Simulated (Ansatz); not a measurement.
# Si (I4/mmm) in Ansatz: a series of runs

The runs below take Si through single point, with PBEsol.

All numbers are computed with Ansatz 0.2.0; they aren't measurements. Logs are shortened: lines on timing, memory, paths and dates and some standing lists are left out, and cuts for length are marked.

## 1. The crystal as given

Symmetry: I4/mmm, No. 139, tetragonal system. The conventional cell has a = 6.651 Å, b = 6.651 Å, c = 3.845 Å, α = 90.00°, β = 90.00°, γ = 90.00°. Si (site symmetry m2m) is surrounded by 4 Si at 2.34 to 2.38 Å.

This isn't the form of Si at room conditions, which is diamond.

## 2. Single point, PBEsol, 19.98 Å³/atom (volume scaled by 0.94)

Input file input.yaml:

```yaml
crystal:
  lattice:
    - [-3.2575590318, 3.2575590318, 1.8831422881]
    - [3.2575590318, -3.2575590318, 1.8831422881]
    - [3.2575590318, 3.2575590318, -1.8831422881]
  atoms:
    - { symbol: Si, position: [0.82119894, 0.17880106, 0.0] }
    - { symbol: Si, position: [0.17880106, 0.82119894, 0.0] }
    - { symbol: Si, position: [0.82119894, 0.82119894, 0.64239788] }
    - { symbol: Si, position: [0.17880106, 0.17880106, 0.35760212] }
kpoints:
  mp_grid: { grid: [8, 8, 8] }
scf:
  occupations: { method: fermi_dirac, width: 0.05 }
hamiltonian:
  xc: pbesol
  pseudopotentials: { kind: all_electron, lapw: { basis_error: 0.001 } }
output:
  forces: true
  stress: true
  eigenvalues: true
```

Potentials or basis: all-electron LAPW, scalar-relativistic.

Started as:

```sh
ansatz run input.yaml --threads 2 --pin off --max-ram 8192MiB --backend cpu --events-out ev --progress --plain --runs-dir out
```

What it wrote:

```text
Warning: RAYON_NUM_THREADS=2 ignored (pool sized by the plan → 2); use --threads N
LAPW: plane waves up to 7.881 Å⁻¹, error target 1.0e-3 eV per atom; small_component_spin mean_spin; Si in spheres of 1.148 Å, 12 of its electrons in bands, Dirac shells [] (how accurate: hamiltonian.pseudopotentials.lapw.basis_error, Limitations)
Engine: ansatz 0.2.0, x86_64-unknown-linux-gnu
Pseudopotentials: kind: all_electron
Pseudopotential: Si, LAPW, valence charge 12, lapw/all_electron/scalar/gaussian/Si, Koelling and Harmon's equation, gaussian nucleus
Functional definition: PBEsol
  exchange = pbesol_x
  correlation = pbesol_c
Crystal: 4 atoms, lattice volume = 79.933 Å³
Basis set: ecut = 236.6554330711513 eV, 649 PW (Γ), FFT grids on a1+a2, a2, a3, exchange–correlation at level 2
Bands: 29, of which v1, the nominal top of the filled ones, is band 24 counted from 1 (23 counted from 0)
Symmetry: 16 space group operations
Space group: I4/mmm (ITA 139), of the structure as read, at distance tolerance 4.3e-5 Å
k-points: 59 of 512
Non-local potential: Si, projectors of the file, none
Initial density: superposition of atomic densities (chi_scale 0.1, normalization cell)
Initial wavefunctions: plane waves of lowest kinetic energy (no species holds an atomic orbital)
Functional: x = pbesol(κ = 0.804, μ = 0.12345679012345678), c = pbesol(β = 0.046)
iter 1 solved again at ethr=3.81e-3 eV; its pass at ethr=1.00e-1 eV (dr2=1.83e0 eV) is discarded
SCF iter   1: F=—  HF=-31511.888277 eV  |F-HF|=—  |Δ(HF+E_count)|=         —  Δρ=4.45e-2  dr2=1.83e0  ethr=3.81e-3  ⟨swp⟩=2.0  Hψ=12277  notcnv=0
preconditioner: auto → none  [insulator: Δε(μ)=0.458 eV  Ē_g=8.466 eV  σ=0.050 eV  W_gap=0.98  n_scr=16 (ndim 8)  ℏωp=16.6 eV  f_vac=0.000  D(μ)=0.00/eV (n_scr^D=0)  ε∞_Penn≈4.9]
SCF iter   2: F=—  HF=-31511.390313 eV  |F-HF|=—  |Δ(HF+E_count)|=   4.98e-1  Δρ=1.75e-2  dr2=2.23e-1  ethr=3.81e-3  ⟨swp⟩=3.0  Hψ=4878  notcnv=0
iter 3 solved again at ethr=2.85e-5 eV; its pass at ethr=4.64e-4 eV (dr2=1.37e-2 eV) is discarded
SCF iter   3: F=—  HF=-31511.336395 eV  |F-HF|=—  |Δ(HF+E_count)|=   5.39e-2  Δρ=3.21e-3  dr2=1.38e-2  ethr=2.85e-5  ⟨swp⟩=2.0  Hψ=8392  notcnv=0
SCF iter   4: F=—  HF=-31511.332311 eV  |F-HF|=—  |Δ(HF+E_count)|=         —  Δρ=8.10e-4  dr2=3.80e-4  ethr=2.85e-5  ⟨swp⟩=3.0  Hψ=4979  notcnv=0
the basis was enlarged: its passes take 461.8 KiB over the memory plan, 2 of 2 planned eigensolver slots
SCF iter   5: F=—  HF=-31511.332240 eV  |F-HF|=—  |Δ(HF+E_count)|=   7.13e-5  Δρ=8.56e-5  dr2=4.21e-6  ethr=7.92e-7  ⟨swp⟩=3.0  Hψ=4697  notcnv=0
SCF iter   6: F=—  HF=-31511.332242 eV  |F-HF|=—  |Δ(HF+E_count)|=   2.35e-6  Δρ=1.23e-5  dr2=1.04e-7  ethr=8.76e-9  ⟨swp⟩=3.0  Hψ=4774  notcnv=0
SCF iter   7: F=-31511.332243 eV  HF=-31511.332243 eV  |F-HF|=2.26e-10  |Δ(HF+E_count)|=   1.77e-7  Δρ=2.02e-6  dr2=3.40e-9  ethr=2.16e-10  ⟨swp⟩=3.1  Hψ=4908  notcnv=0
SCF 1 converged in 7 iterations: F = -31511.332243 eV  dr2 = 3.40e-9
SCF converged after 7 iterations
Free energy (F): -31511.332243 eV
Harris-Foulkes:  -31511.332243 eV  (|F-HF|=2.26e-10)
Internal energy: -31511.331278 eV  (E = F + TS)
E sigma→0 (E₀):  -31511.331760 eV
Entropy (-TS):   -0.000965 eV (-0.241 meV/atom)
Fermi energy:    7.677986 eV
--- Per-component energies (eV) ---
  E_band       = -2943.347177
  E_kinetic    = 31600.623390
  E_xc         = -2214.616037
  E_electrostatic = -60897.338630  (all electrons and nuclei)
  E_smearing   = -0.000965  (= −TS)
  E_closure    = 0.000000  (closes the sum)
  E_atoms      = -31488.843489  (free atoms, spherical and without spin; not in F)
  Σ components = -31511.332243   (vs F -31511.332243, Δ=0.00e0)
  Basis errors (estimates in eV, not in F): energy 4.6e-4 per atom: plane waves 4.4e-4 (2.6e-4 summed), levels above the bands 1.5e-28, relativity 8.6e-9, radial functions 2.3e-5, core shells 1.3e-13; eigenvalues (radial functions only) 7.3e-7; not estimated: angular momenta, meshes, grids; target (lapw.basis_error) 1.0e-3; muffin-tin radii Si 1.148 Å
--- Forces (eV/Å), atoms counted from 1 ---
  atom   1  Si     0.05575660    -0.05575660     0.00000000
  atom   2  Si    -0.05575660     0.05575660    -0.00000000
  atom   3  Si    -0.05575660    -0.05575660    -0.00000000
  atom   4  Si     0.05575660     0.05575660     0.00000000
  max |Σ_I F_I| component: 6.94e-18 eV/Å
--- Stress (GPa, compression-positive) ---
        5.492223       0.000000       0.000000
        0.000000       5.492223      -0.000000
        0.000000      -0.000000       5.768162
  P = ⅓ Tr σ = 5.5842 GPa (55.842 kbar)
--- Band table (eV; the first three rows and the last of 59) ---
  k-point 0: bands = ["-125.8974", "-125.8929", "-125.8896", "-125.8896", "-82.1778", "-82.1770", "-82.1747", "-82.1747", "-82.1710", "-82.1710", "-82.1592", "-82.1585", "-82.1538", "-82.1538", "-82.1459", "-82.1430", "-4.8550", "-0.3286", "1.9008", "1.9008", "3.6063", "6.0936", "6.0936", "7.0425", "8.9570", "9.3379", "9.3379", "9.9097", "9.9097"]
  k-point 1: bands = ["-125.8973", "-125.8932", "-125.8896", "-125.8894", "-82.1778", "-82.1774", "-82.1746", "-82.1742", "-82.1710", "-82.1710", "-82.1597", "-82.1587", "-82.1536", "-82.1535", "-82.1458", "-82.1432", "-4.7643", "-0.7172", "1.9117", "1.9749", "4.0938", "5.9842", "6.0700", "6.5173", "8.8199", "9.2475", "9.7932", "9.8152", "10.0154"]
  k-point 2: bands = ["-125.8969", "-125.8938", "-125.8896", "-125.8891", "-82.1782", "-82.1778", "-82.1743", "-82.1731", "-82.1710", "-82.1710", "-82.1606", "-82.1593", "-82.1534", "-82.1528", "-82.1455", "-82.1435", "-4.4986", "-1.5296", "1.9910", "2.1830", "5.0027", "5.6402", "5.7669", "6.0147", "8.3935", "9.5548", "9.6773", "10.0036", "11.2607"]
  k-point 58: bands = ["-125.8952", "-125.8952", "-125.8918", "-125.8873", "-82.1805", "-82.1759", "-82.1759", "-82.1724", "-82.1696", "-82.1668", "-82.1619", "-82.1602", "-82.1602", "-82.1481", "-82.1445", "-82.1445", "-2.4948", "-2.4948", "-1.8699", "2.2383", "4.5370", "7.4479", "7.6719", "7.6719", "7.8865", "11.2240", "11.5370", "11.7422", "12.1787"]
```

It took 5.9 s on 2 threads of Intel Xeon 6975P-C (Granite Rapids), shared host; peak memory 0.42 GiB.

Results:

```yaml
Free_energy: -31511.3322 eV
Pressure: 5.6 GPa
Largest_force: 0.079 eV/Å
Band_gap_on_the_k_mesh: 0.02 eV, indirect (least direct gap 0.21 eV)
```

## 3. Single point, PBEsol, 20.41 Å³/atom (volume scaled by 0.96)

input.yaml: that of step 2 with these lines changed.

```diff
@@ -2,5 +2,5 @@
   lattice:
-    - [-3.2575590318, 3.2575590318, 1.8831422881]
-    - [3.2575590318, -3.2575590318, 1.8831422881]
-    - [3.2575590318, 3.2575590318, -1.8831422881]
+    - [-3.2805003442, 3.2805003442, 1.8964042905]
+    - [3.2805003442, -3.2805003442, 1.8964042905]
+    - [3.2805003442, 3.2805003442, -1.8964042905]
   atoms:
```

Potentials or basis: all-electron LAPW, scalar-relativistic.

Started as:

```sh
ansatz run input.yaml --threads 2 --pin off --max-ram 8192MiB --backend cpu --events-out ev --progress --plain --runs-dir out
```

It took 8.6 s on 2 threads of Intel Xeon 6975P-C (Granite Rapids), shared host; peak memory 0.42 GiB.

The run converged. Its results:

```
Free energy            : -31511.3796 eV
Pressure               : 3.4 GPa
Largest force          : 0.046 eV/Å
Band gap on the k mesh : 0.09 eV, indirect (least direct gap 0.24 eV)
```

## 4. Single point, PBEsol, 20.83 Å³/atom (volume scaled by 0.98)

input.yaml: that of step 3 with these lines changed.

```diff
@@ -2,5 +2,5 @@
   lattice:
-    - [-3.2805003442, 3.2805003442, 1.8964042905]
-    - [3.2805003442, -3.2805003442, 1.8964042905]
-    - [3.2805003442, 3.2805003442, -1.8964042905]
+    - [-3.3031251995, 3.3031251995, 1.9094833541]
+    - [3.3031251995, -3.3031251995, 1.9094833541]
+    - [3.3031251995, 3.3031251995, -1.9094833541]
   atoms:
```

Started as:

```sh
ansatz run input.yaml --threads 2 --pin off --max-ram 8192MiB --backend cpu --events-out ev --progress --plain --runs-dir out
```

Run time: 6.6 s. Hardware: 2 threads of Intel Xeon 6975P-C (Granite Rapids), shared host; peak memory 0.41 GiB.

Results (log left out):

```
Free energy            : -31511.4048 eV
Pressure               : 1.4 GPa
Largest force          : 0.015 eV/Å
Band gap on the k mesh : 0.16 eV, indirect (least direct gap 0.27 eV)
```

## 5. Single point, PBEsol, 21.26 Å³/atom

input.yaml: that of step 4 with these lines changed.

```diff
@@ -2,5 +2,5 @@
   lattice:
-    - [-3.3031251995, 3.3031251995, 1.9094833541]
-    - [3.3031251995, -3.3031251995, 1.9094833541]
-    - [3.3031251995, 3.3031251995, -1.9094833541]
+    - [-3.32544429, 3.32544429, 1.92238566]
+    - [3.32544429, -3.32544429, 1.92238566]
+    - [3.32544429, 3.32544429, -1.92238566]
   atoms:
```

Started as:

```sh
ansatz run input.yaml --threads 2 --pin off --max-ram 8192MiB --backend cpu --events-out ev --progress --plain --runs-dir out
```

Run time: 5.8 s. Hardware: 2 threads of Intel Xeon 6975P-C (Granite Rapids), shared host; peak memory 0.41 GiB.

It converged, with:

```
Free energy            : -31511.4101 eV
Pressure               : -0.4 GPa
Largest force          : 0.014 eV/Å
Band gap on the k mesh : 0.16 eV, indirect (least direct gap 0.29 eV)
```

## 6. Single point, PBEsol, 21.68 Å³/atom (volume scaled by 1.02)

input.yaml: that of step 5 with these lines changed.

```diff
@@ -2,5 +2,5 @@
   lattice:
-    - [-3.32544429, 3.32544429, 1.92238566]
-    - [3.32544429, -3.32544429, 1.92238566]
-    - [3.32544429, 3.32544429, -1.92238566]
+    - [-3.3474677417, 3.3474677417, 1.9351170619]
+    - [3.3474677417, -3.3474677417, 1.9351170619]
+    - [3.3474677417, 3.3474677417, -1.9351170619]
   atoms:
```

Potentials or basis: all-electron LAPW, scalar-relativistic.

Started as:

```sh
ansatz run input.yaml --threads 2 --pin off --max-ram 8192MiB --backend cpu --events-out ev --progress --plain --runs-dir out
```

Run time: 5.6 s. Hardware: 2 threads of Intel Xeon 6975P-C (Granite Rapids), shared host; peak memory 0.41 GiB.

The run converged. Its results:

```
Free energy            : -31511.3974 eV
Pressure               : -2.0 GPa
Largest force          : 0.041 eV/Å
Band gap on the k mesh : 0.17 eV, indirect (least direct gap 0.31 eV)
```

## 7. Single point, PBEsol, 22.11 Å³/atom (volume scaled by 1.04)

input.yaml: that of step 6 with these lines changed.

```diff
@@ -2,5 +2,5 @@
   lattice:
-    - [-3.3474677417, 3.3474677417, 1.9351170619]
-    - [3.3474677417, -3.3474677417, 1.9351170619]
-    - [3.3474677417, 3.3474677417, -1.9351170619]
+    - [-3.3692051543, 3.3692051543, 1.9476831092]
+    - [3.3692051543, -3.3692051543, 1.9476831092]
+    - [3.3692051543, 3.3692051543, -1.9476831092]
   atoms:
```

Started as:

```sh
ansatz run input.yaml --threads 2 --pin off --max-ram 8192MiB --backend cpu --events-out ev --progress --plain --runs-dir out
```

Wall time 6.3 s (2 threads of Intel Xeon 6975P-C (Granite Rapids), shared host); peak memory 0.39 GiB.

It converged, with:

```
Free energy            : -31511.3686 eV
Pressure               : -3.4 GPa
Largest force          : 0.067 eV/Å
Band gap on the k mesh : 0.17 eV, indirect (least direct gap 0.33 eV)
```

## 8. Single point, PBEsol, 22.53 Å³/atom (volume scaled by 1.06)

input.yaml: that of step 7 with these lines changed.

```diff
@@ -2,5 +2,5 @@
   lattice:
-    - [-3.3692051543, 3.3692051543, 1.9476831092]
-    - [3.3692051543, -3.3692051543, 1.9476831092]
-    - [3.3692051543, 3.3692051543, -1.9476831092]
+    - [-3.3906656383, 3.3906656383, 1.9600890686]
+    - [3.3906656383, -3.3906656383, 1.9600890686]
+    - [3.3906656383, 3.3906656383, -1.9600890686]
   atoms:
```

Started as:

```sh
ansatz run input.yaml --threads 2 --pin off --max-ram 8192MiB --backend cpu --events-out ev --progress --plain --runs-dir out
```

It took 6.5 s on 2 threads of Intel Xeon 6975P-C (Granite Rapids), shared host; peak memory 0.39 GiB.

It converged, with:

```yaml
Free_energy: -31511.3251 eV
Pressure: -4.7 GPa
Largest_force: 0.091 eV/Å
Band_gap_on_the_k_mesh: 0.16 eV, indirect (least direct gap 0.35 eV)
```

## 9. The reference run

An earlier run on the cell as given: functional PBEsol; potentials or basis all-electron LAPW, scalar-relativistic; cutoff 222 eV (chosen from the basis error); basis error allowed 0.001 eV/atom; k mesh 8 × 8 × 8; occupations fermi-dirac, width 0.05 eV; no spin polarisation.

- Pressure: -0.4 GPa
- Largest force: 0.014 eV/Å
- Band gap on the k mesh: 0.16 eV, indirect (least direct gap 0.29 eV)
